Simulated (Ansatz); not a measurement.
Program: Ansatz. Geometries: PBE0-D4/def2-TZVP. ΔE: electronic, gas phase. CBS: MP2 limit from def2 TZ/QZ plus the TZ coupled-cluster correction, frozen cores. This one scheme is used for every species. Functionals use def2-TZVPP. Each species was taken in one conformer, which may not be the lowest.

Reaction (substitution at a C–C bond): `CCC(=O)N(C)C` + `BS` → `BSC` + `CC(=O)N(C)C`

`CCC(=O)N(C)C`:

```xyz
18

C    -0.732    0.998   -1.921
C     0.168   -0.195   -1.619
C    -0.254   -0.907   -0.351
O    -0.983   -1.882   -0.415
N     0.173   -0.409    0.844
C    -0.255   -1.048    2.064
C     0.985    0.765    1.023
H    -1.776    0.682   -1.966
H    -0.653    1.775   -1.157
H    -0.472    1.446   -2.882
H     1.218    0.108   -1.592
H     0.067   -0.940   -2.409
H    -0.866   -0.365    2.665
H    -0.843   -1.926    1.808
H     0.612   -1.348    2.662
H     1.894    0.521    1.583
H     0.440    1.529    1.590
H     1.278    1.196    0.071
```

`BS`:

Z-matrix (Å, degrees):
```
B
S 1 1.765
H 1 1.192 2 115.8
H 1 1.190 2 121.4 3 -180.0
H 2 1.344 1 99.2 3 180.0
```

`BSC`:

```xyz
8

B    -0.085   -1.417   -0.707
S    -1.081   -0.044   -0.281
C     0.022    1.124    0.550
H     1.079   -1.443   -0.441
H    -0.641   -2.307   -1.273
H    -0.347    1.304    1.560
H     0.022    2.065    0.000
H     1.030    0.718    0.591
```

`CC(=O)N(C)C`:

```xyz
15

C     0.712   -0.891   -1.658
C    -0.365   -0.035   -1.031
O    -1.292    0.383   -1.700
N    -0.251    0.244    0.298
C    -1.258    1.052    0.938
C     0.809   -0.216    1.153
H     0.456   -1.010   -2.708
H     0.771   -1.877   -1.192
H     1.696   -0.423   -1.584
H    -2.001    1.333    0.196
H    -1.744    0.494    1.746
H    -0.812    1.955    1.368
H     1.538   -0.802    0.601
H     1.330    0.632    1.612
H     0.412   -0.840    1.963
```

(1) Is it downhill or uphill in electronic energy at CCSD(T)/CBS, and by how much? (An estimate is asked.)

(2) What do these levels give: revPBE-D4, B97M-V, CAM-B3LYP-D4, B2PLYP, r2SCAN, MP2/def2-SVP, CCSD/def2-SVP, CCSD(T)/def2-SVP, CCSD(T)/def2-TZVPP, SCS-MP2/def2-QZVPP, HF/CBS(def2), CCSD/CBS(def2)? (Estimate.)

Largest T1 diagnostic among the species: 0.015.

Results:

(1) The calculation gave: Nearly level: ΔE = +2.2 kJ/mol.

(2) The calculation gave: revPBE-D4 -3.3, B97M-V -1.0, CAM-B3LYP-D4 1.8, B2PLYP -1.1, r2SCAN -3.5, MP2/def2-SVP 15.5, CCSD/def2-SVP 16.9, CCSD(T)/def2-SVP 16.5, CCSD(T)/def2-TZVPP 5.1, SCS-MP2/def2-QZVPP 2.0, HF/CBS(def2) 2.6, CCSD/CBS(def2) 3.1 kJ/mol.

Leaving LDA and LC-ωPBE aside and taking each functional with its dispersion term where it has one, the values, not all of them listed here, spread over 6.3 kJ/mol, from PBE-D4 to BHLYP-D4. LDA lies +5.1 kJ/mol from PBE without D4. The D4 term adds +3.2 kJ/mol with B3LYP and +2.2 kJ/mol with PBE0; it sums over pairs of atoms, weighted by their polarisabilities, and B3LYP, whose exchange is more repulsive, gets the larger term. From PBE to PBE0 (25 % exact exchange), in def2-TZVPP and without D4, ΔE moves by +3.2 kJ/mol.

B3LYP here is the variant with VWN-RPA as its local correlation; programs differ in this.
